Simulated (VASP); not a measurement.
# BaTe (Fm-3m) in VASP: notebook

The runs below take BaTe through single point, with r2SCAN.

Everything below comes from runs of VASP 6.6.1. Logs are shortened: lines on timing, memory, paths and dates and some standing lists are left out, and cuts for length are marked.

### Step 1. Starting point

It takes space group Fm-3m (No. 225, cubic). The conventional cell has a = 6.820 Å, b = 6.820 Å, c = 6.820 Å, α = 90.00°, β = 90.00°, γ = 90.00°. Ba (site symmetry m-3m) is surrounded by 6 Te at 3.41 Å. Around Te (site symmetry m-3m) lie 6 Ba at 3.41 Å.

### Step 2. Single point, r2SCAN

Input file INCAR:

```
SYSTEM = BaTe
ADDGRID  = .FALSE.      
ALGO     = Normal         ! electronic algorithm
EDIFF    = 1E-6           ! SCF threshold, eV
ENCUT    = 550            ! plane-wave cutoff, eV
ISIF     = 2              ! what is computed and relaxed
ISMEAR   = 0              ! smearing method
LASPH    = .TRUE.         ! aspherical terms in the spheres
LCHARG   = .FALSE.        ! write CHGCAR
LMIXTAU  = .TRUE.       
LREAL    = .FALSE.        ! projectors in reciprocal space
LWAVE    = .FALSE.        ! write WAVECAR
METAGGA  = R2SCAN         ! meta-GGA
NELM     = 100            ! most SCF steps
PREC     = Accurate       ! precision mode
SIGMA    = 0.05           ! smearing width, eV
```

Input file KPOINTS:

```
k-points
0
G
  3 3 3
  0 0 0
```

Input file POSCAR:

```
BaTe
1.0
    0.0000000000      3.4100000000      3.4100000000
    3.4100000000      0.0000000000      3.4100000000
    3.4100000000      3.4100000000      0.0000000000
Ba Te
1 1
Direct
    0.0000000000      0.0000000000      0.0000000000
    0.5000000000      0.5000000000      0.5000000000
```

Potentials or basis: VASP PAW PBE potentials, release 64 (Ba_sv, Te).

Launch:

```console
$ cat potpaw_PBE.64/Ba_sv/POTCAR potpaw_PBE.64/Te/POTCAR > POTCAR
$ mpirun -np 1 vasp_std > vasp.out
```

OUTCAR:

```text
SYSTEM = BaTe
   EDIFF = 1E-6
   ENCUT = 550
   ISIF = 2
   ISMEAR = 0
   LASPH = .TRUE.
   LREAL = .FALSE.
   METAGGA = R2SCAN
   NELM = 100
   PREC = Accurate

 Found      4 irreducible k-points:

 Following reciprocal coordinates:
            Coordinates               Weight
  0.000000  0.000000  0.000000      1.000000
  0.333333  0.000000  0.000000      8.000000
  0.333333  0.333333  0.000000      6.000000
 -0.333333  0.333333  0.000000     12.000000
   k-points           NKPTS =      4   k-points in BZ     NKDIM =      4   number of bands    NBANDS=     12
   number of dos      NEDOS =    301   number of ions     NIONS =      2
   total plane-waves  NPLWV =  64000
   dimension x,y,z NGX =    40 NGY =   40 NGZ =   40
   dimension x,y,z NGXF=    80 NGYF=   80 NGZF=   80
   ions per type =               1   1
   NGX,Y,Z   is equivalent  to a cutoff of  13.79, 13.79, 13.79 a.u.
   NGXF,Y,Z  is equivalent  to a cutoff of  27.58, 27.58, 27.58 a.u.
 SYSTEM =  BaTe
   PREC   = accura    normal or accurate (medium, high low for compatibility)
   ISTART =      0    job   : 0-new  1-cont  2-samecut
   ICHARG =      2    charge: 1-file 2-atom 10-const
   ISPIN  =      1    spin polarized calculation?
   LNONCOLLINEAR =      F non collinear calculations
   LSORBIT =      F    spin-orbit coupling
   LASPH  =      T    aspherical Exc in radial PAW
   ENCUT  =  550.0 eV  40.42 Ry    6.36 a.u.   9.22  9.22  9.22*2*pi/ulx,y,z
   NELM   =    100;   NELMIN=  2; NELMDL= -5     # of ELM steps
   EDIFF  = 0.1E-05   stopping-criterion for ELM
   LREAL  =      F    real-space projection
   EDIFFG = 0.1E-04   stopping-criterion for IOM
   NSW    =      0    number of steps for IOM
   IBRION =     -1    ionic relax: 0-MD 1-quasi-New 2-CG
   NFREE  =      0    steps in history (QN), initial steepest desc. (CG)
   ISIF   =      2    stress and relaxation
   ISYM   =      2    0-nonsym 1-usesym 2-fastsym
   POTIM  = 0.5000    time-step for ionic-motion
   TEBEG  =    0.0;   TEEND  =   0.0 temperature during run
   PSTRESS=    0.0 pullay stress
   NELECT =      16.0000    total number of electrons
   NUPDOWN=      -1.0000    fix difference up-down
   EMIN   =  10.00;   EMAX   =-10.00  energy-range for DOS
   EFERMI =   0.00;   METHOD = LEGACY
   ISMEAR =     0;   SIGMA  =   0.05  broadening in eV -4-tet -1-fermi 0-gaus
   EFERMI_NEDOS =   21; number of points for ismear=-14 and -15
   IALGO  =     38    algorithm
   IMIX   =      4    mixing-type and parameters
     AMIX     =   0.40;   BMIX     =  1.00
     AMIX_MAG =   1.60;   BMIX_MAG =  1.00
  volume/ion in A,a.u.               =      39.65       267.58
  Fermi-wavevector in a.u.,A,eV,Ry     =   0.960175  1.814468 12.543704  0.921936
  Thomas-Fermi vector in A             =   2.089436
   LORBIT       =      0    0 simple, 1 ext, 2 COOP (PROOUT), +10 PAW based schemes
   METAGGA = R2SCAN    functional components
   LHFCALC =     F    Hartree Fock is set to
   AEXX    =    0.0000 exact exchange contribution
   IVDW    =     0    specifies the selected vdW correction
   LEPSILON=     F    determine dielectric tensor
   LRPA    =     F    only Hartree local field effects (RPA)
 non-spin polarized calculation
 Gauss-broadening in eV      SIGMA  =   0.05
  energy-cutoff  :      550.00
  volume of cell :       79.30
 maximum number of plane-waves:      2331
 NGX is ok and might be reduce to    40
   NGX = 19   NGY = 19   NGZ = 19

 number of electron      16.0000000 magnetization

 Free energy of the ion-electron system (eV)
  ---------------------------------------------------
  ext. energy  EPLUGINS =         0.00000000
  ---------------------------------------------------
  free energy    TOTEN  =       -55.85316081 eV

  energy without entropy =      -55.85316081  energy(sigma->0) =      -55.85316081

 E-fermi :   2.8940     XC(G=0):  -8.9574

 val. band max:        2.6180545252   @ k =   0.0000   0.0000   0.0000
 cond. band min:       4.5600837891   @ k =   0.3333   0.3333   0.0000
 fundamental gap:      1.9420292639
 Fermi energy:         2.8939527605

 k-point     1 :       0.0000    0.0000    0.0000
  band No.  band energies     occupation
      1     -25.0426      2.00000
      2      -9.7910      2.00000
      3      -9.7910      2.00000
      4      -9.7910      2.00000
      5      -7.3789      2.00000
      6       2.6181      2.00000
      7       2.6181      2.00000
      8       2.6181      2.00000
      9       5.8673      0.00000
     10       5.8673      0.00000
     11       5.8673      0.00000
     12       6.5412      0.00000

 k-point     2 :       0.3333    0.0000    0.0000
  band No.  band energies     occupation
      1     -25.0262      2.00000
      2     -10.2846      2.00000
      3      -9.7993      2.00000
      4      -9.7993      2.00000
      5      -6.5883      2.00000
      6       0.6285      2.00000
      7       1.5592      2.00000
      8       1.5592      2.00000
      9       6.4742      0.00000
     10       7.2395      0.00000
     11       7.2395      0.00000
     12       8.8970      0.00000

 k-point     3 :       0.3333    0.3333    0.0000
  band No.  band energies     occupation
      1     -25.0209      2.00000
      2     -10.0988      2.00000
      3      -9.8780      2.00000
      4      -9.8780      2.00000
      5      -6.9656      2.00000
      6       0.9745      2.00000
      7       2.2367      2.00000
      8       2.2367      2.00000
      9       4.5601      0.00000
     10       7.3394      0.00000
     11       7.7673      0.00000
     12       8.6151      0.00000

 k-point     4 :      -0.3333    0.3333    0.0000
  band No.  band energies     occupation
      1     -25.0155      2.00000
      2     -10.1749      2.00000
      3      -9.9983      2.00000
      4      -9.8442      2.00000
      5      -6.7105      2.00000
      6       0.8838      2.00000
      7       1.5580      2.00000
      8       1.5713      2.00000
      9       6.2060      0.00000
     10       7.7909      0.00000
     11       8.0212      0.00000
     12       8.4000      0.00000

------------------------ aborting loop because EDIFF is reached ----------------------------------------

  FORCE on cell =-STRESS in cart. coord.  units (eV):
  Direction    XX          YY          ZZ          XY          YZ          ZX
  --------------------------------------------------------------------------------------
  -------------------------------------------------------------------------------------
  Total        2.3990234      2.3990234      2.3990234      0.0000000     -0.0000000      0.0000000
  in kB       48.4676464     48.4676464     48.4676464      0.0000000     -0.0000000      0.0000000
  external PRESSURE =      48.4676464 kB  Pullay stress =       0.0000000 kB

 VOLUME and BASIS-vectors are now :
 -----------------------------------------------------------------------------
  energy-cutoff  :      550.00
  volume of cell :       79.30
      direct lattice vectors                 reciprocal lattice vectors
     0.000000000  3.410000000  3.410000000    -0.146627566  0.146627566  0.146627566
     3.410000000  0.000000000  3.410000000     0.146627566 -0.146627566  0.146627566
     3.410000000  3.410000000  0.000000000     0.146627566  0.146627566 -0.146627566

 POSITION                                       TOTAL-FORCE (eV/Angst)
 -----------------------------------------------------------------------------------
      0.00000      0.00000      0.00000         0.000000     -0.000000      0.000000
      3.41000      3.41000      3.41000        -0.000000      0.000000     -0.000000
 -----------------------------------------------------------------------------------
    total drift:                                0.000000     -0.000000     -0.000000

  FREE ENERGIE OF THE ION-ELECTRON SYSTEM (eV)
  ---------------------------------------------------
  free  energy   TOTEN  =       -55.8531608134 eV

  energy  without entropy=      -55.8531608134  energy(sigma->0) =      -55.85316081
```

OSZICAR:

```text
N       E                     dE             d eps       ncg     rms          rms(c)
DAV:   1     0.526608154492E+02    0.52661E+02   -0.70065E+03    96   0.122E+03
DAV:   2    -0.531634202596E+02   -0.10582E+03   -0.10057E+03   148   0.200E+02
DAV:   3    -0.590909850509E+02   -0.59276E+01   -0.58874E+01   124   0.543E+01
[... 13 lines left out ...]
DAV:  17    -0.558531460848E+02   -0.45856E-03   -0.44689E-04    96   0.276E-01    0.236E-02
DAV:  18    -0.558531320744E+02    0.14010E-04   -0.38817E-06   124   0.222E-02    0.234E-02
DAV:  19    -0.558531409296E+02   -0.88552E-05   -0.12993E-05    96   0.470E-02    0.473E-03
DAV:  20    -0.558531611647E+02   -0.20235E-04   -0.10462E-05    96   0.477E-02    0.203E-03
DAV:  21    -0.558531608134E+02    0.35126E-06   -0.30304E-07    80   0.743E-03
   1 F= -.55853161E+02 E0= -.55853161E+02  d E =-.187395E-15
```

stdout:

```text
POSCAR found type information on POSCAR BaTe
 POSCAR found :  2 types and       2 ions
 scaLAPACK will be used
 -----------------------------------------------------------------------------
|                                                                             |
|                                                                             |
|     You enforced a specific xc type in the INCAR file but a different       |
|     I HOPE YOU KNOW WHAT YOU ARE DOING!                                     |
|                                                                             |
 -----------------------------------------------------------------------------

 LDA part: xc-table for (None), standard interpolation
 POSCAR, INCAR and KPOINTS ok, starting setup
 FFT: planning ... GRIDC
 FFT: planning ... GRID_SOFT
 FFT: planning ... GRID
 WAVECAR not read
 entering main loop
```

It took 67 s on 1 thread of AMD EPYC 7R43 (Zen 3), shared host; peak memory 0.22 GiB.

The run converged, but some of its settings lie outside the range that counts as converged, so its numbers aren't taken as properties of the crystal.

Results:

```yaml
Free_energy: -55.8532 eV
Pressure: 4.8 GPa
Band_gap_on_the_k_mesh: 1.94 eV, indirect (least direct gap 2.32 eV)
```

Caveat: the k mesh is coarse (spacing up to 0.53 Å⁻¹), so the values aren't converged; the PAW data sets were made with another functional, which shifts forces and pressure a little; spin-orbit coupling is left out, which moves the levels of the heavy elements; an odd mesh through Γ misses points on the zone boundary, where band edges often lie.

### Step 3. Single point, r2SCAN

INCAR is that of step 2.

KPOINTS is that of step 2.

Input file POSCAR:

```
BaTe
1.0
    0.0000000000      3.4100000000      3.4100000000
    3.4100000000      0.0000000000      3.4100000000
    3.4100000000      3.4100000000      0.0000000000
Ba Te
1 1
Direct
   -0.0114420000     -0.0073020000      0.0189620000
    0.5174540000      0.4974090000      0.5124580000
```

Potentials or basis: VASP PAW PBE potentials, release 64 (Ba_sv, Te).

Launch:

```console
$ cat potpaw_PBE.64/Ba_sv/POTCAR potpaw_PBE.64/Te/POTCAR > POTCAR
$ mpirun -np 1 vasp_std > vasp.out
```

Wall time 2.5 min (1 thread of AMD EPYC 7R43 (Zen 3), shared host); peak memory 0.21 GiB.

These settings aren't checked as converged: the numbers below hold their error.

Results:

| Item | Value |
| --- | --- |
| Free energy | -55.8264 eV |
| Pressure | 5.0 GPa |
| Largest force | 0.398 eV/Å |
| Band gap on the k mesh | 2.00 eV, indirect (least direct gap 2.35 eV) |

Caveat: the k mesh is coarse (spacing up to 0.53 Å⁻¹), so the values aren't converged; the PAW data sets were made with another functional, which shifts forces and pressure a little; spin-orbit coupling is left out, which moves the levels of the heavy elements; an odd mesh through Γ misses points on the zone boundary, where band edges often lie.

[end of part 1 of 2]
